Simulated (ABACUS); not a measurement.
Crystal: Ti.

```
Ti
1.0
    -1.64100    1.64100    1.64100
     1.64100   -1.64100    1.64100
     1.64100    1.64100   -1.64100
Ti
1
Direct
  0.00000 0.00000 0.00000
```

This isn't the form of Ti at room conditions, which is hcp.

- Program: ABACUS 3.10.1
- Task: relaxation of cell and atoms
- Functional: PBEsol
- Potentials or basis: SSSP 1.3 efficiency PBE
- Cutoff: 748 eV
- Density cutoff: 5987 eV
- Basis: plane waves
- k mesh: 9 × 9 × 9
- Occupations: fermi-dirac, width 0.05 eV
- Spin: no spin polarisation

At the start: pressure -6.6 GPa; volume 17.68 Å³/atom.

Where does the relaxation end?

Over 4 steps the energy falls by 23.7 meV/atom and the volume is 16.58 Å³/atom (-6.2 %); space group Im-3m (No. 229, to 0.05 Å).

The path:
```
step  energy change (eV)  largest force (eV/Å)  pressure (GPa)  volume (Å³)
   1              0.0000                0.0000           -6.57        17.68
   2             -0.0110                0.0000            5.58        15.82
   3             -0.0237                0.0000           -0.03        16.58
   4             -0.0237                0.0000            0.02        16.58
```

Final structure:
```
Ti
1.0
    -1.60624    1.60624    1.60624
     1.60624   -1.60624    1.60624
     1.60624    1.60624   -1.60624
Ti
1
Direct
  0.00000 0.00000 0.00000
```

Caveat: the potentials were made for another functional, which shifts forces and pressure.
